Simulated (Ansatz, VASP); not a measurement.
**One calculation of BN, two programs**

File INCAR:

```
SYSTEM = BN
ALGO = Normal
EDIFF = 1E-6
ENCUT = 520
GGA = PS
ISIF = 2
ISMEAR = 0
LASPH = .TRUE.
LCHARG = .FALSE.
LREAL = .FALSE.
LWAVE = .FALSE.
NBANDS = 16
NELM = 100
PREC = Accurate
SIGMA = 0.02
```

File KPOINTS:

```
k-points
0
G
  12 12 6
  0 0 0
```

The input POSCAR:

```
BN
1.0
    2.4450866989      0.0000000000      0.0000000000
   -1.2225433494      2.1175071957      0.0000000000
    0.0000000000      0.0000000000      4.6749681407
B N
2 2
Direct
    0.3333333333      0.6666666667      0.2500000000
    0.6666666667      0.3333333333      0.7500000000
    0.3333333333      0.6666666667      0.7500000000
    0.6666666667      0.3333333333      0.2500000000
```

Input for Ansatz:

```yaml
crystal:
  lattice:
    - [2.4450866989, 0.0, 0.0]
    - [-1.2225433494, 2.1175071957, 0.0]
    - [0.0, 0.0, 4.6749681407]
  atoms:
    - { symbol: B, position: [0.3333333333, 0.6666666667, 0.25] }
    - { symbol: B, position: [0.6666666667, 0.3333333333, 0.75] }
    - { symbol: "N", position: [0.3333333333, 0.6666666667, 0.75] }
    - { symbol: "N", position: [0.6666666667, 0.3333333333, 0.25] }
basis:
  ecutwfc: 420
kpoints:
  mp_grid: { grid: [12, 12, 6] }
  band_path: { path: [VBM, CBM], npoints: 2 }
hamiltonian:
  xc: pbesol
scf:
  occupations: { method: gaussian, width: 0.02 }
output:
  forces: true
  stress: true
  eigenvalues: true
checkpoint:
  read: start.run
  write: ck
  compress: false
  write_wavefunctions: false
  write_every: 100000
```

Alike in both runs: task single point; functional PBEsol; k mesh 12 × 12 × 6; occupations gaussian, width 0.02 eV; no spin polarisation.

|  | VASP | Ansatz |
| --- | --- | --- |
| version | VASP 6.6.1 | Ansatz 0.2.0 |
| potentials or method | VASP PAW PBE potentials, release 64 (B, N) | scalar-relativistic, plane waves, PAW |
| plane-wave cutoff (eV) | 520 | 420 |
| valence electrons in the cell | 16 | 16 |

```csv
,VASP,Ansatz,Ansatz less VASP
gap on the k mesh at the Fermi level (eV),3.53,3.54,+0.013
least direct gap on the mesh (eV),4.43,4.45,+0.011
```

With one functional, cell and mesh, what is left measures potentials, basis and numerics.

 A k mesh can miss the band edges. PBEsol gaps usually lie below the measured ones, often by a third to a half.
